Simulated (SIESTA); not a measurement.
Crystal: Pt.

```
Pt
1.0
     0.00000    1.96090    1.96090
     1.96090    0.00000    1.96090
     1.96090    1.96090    0.00000
Pt
1
Direct
  0.00000 0.00000 0.00000
```

- Program: SIESTA 5.4.2
- Task: relaxation of cell and atoms
- Functional: PBE
- Potentials or basis: PseudoDojo 0.4 standard (PBE files)
- Basis: DZP (energy shift 0.003 Ry; two zetas on semicore shells)
- Grid cutoff: 800 Ry
- Energy shift: 0.003 Ry
- k mesh: 8 × 8 × 8
- Occupations: fermi-dirac, width 0.05 eV
- Spin: no spin polarisation

At the start: pressure 12.0 GPa; volume 15.08 Å³/atom.

Problem. How do energy, volume and symmetry change on relaxing?

Solution. Over 6 steps the energy falls by 21.4 meV/atom and the volume is 15.70 Å³/atom (+4.1 %); space group Fm-3m (No. 225, to 0.05 Å).

The path:
```
step  energy change (eV)  largest force (eV/Å)  pressure (GPa)  volume (Å³)
   1              0.0000                0.0000           12.01        15.08
   2             -0.0211                0.0000            1.78        15.61
   3              0.0084                0.0000          -10.32        16.48
   4             -0.0213                0.0000           -0.41        15.73
   5              0.0030                0.0000           -9.46        16.39
   6             -0.0214                0.0000            0.08        15.70
```

Final structure:
```xyz
1
Lattice="-0.0002 1.9873 1.9873 1.9873 -0.0002 1.9873 1.9873 1.9873 -0.0002" Properties=species:S:1:pos:R:3 pbc="T T T"
Pt    0.0000    0.0000    0.0000
```

Caveat: short orbitals over semicore shells can move pressures by several GPa; the basis of atomic orbitals isn't converged, which shifts pressures, moduli and gaps.
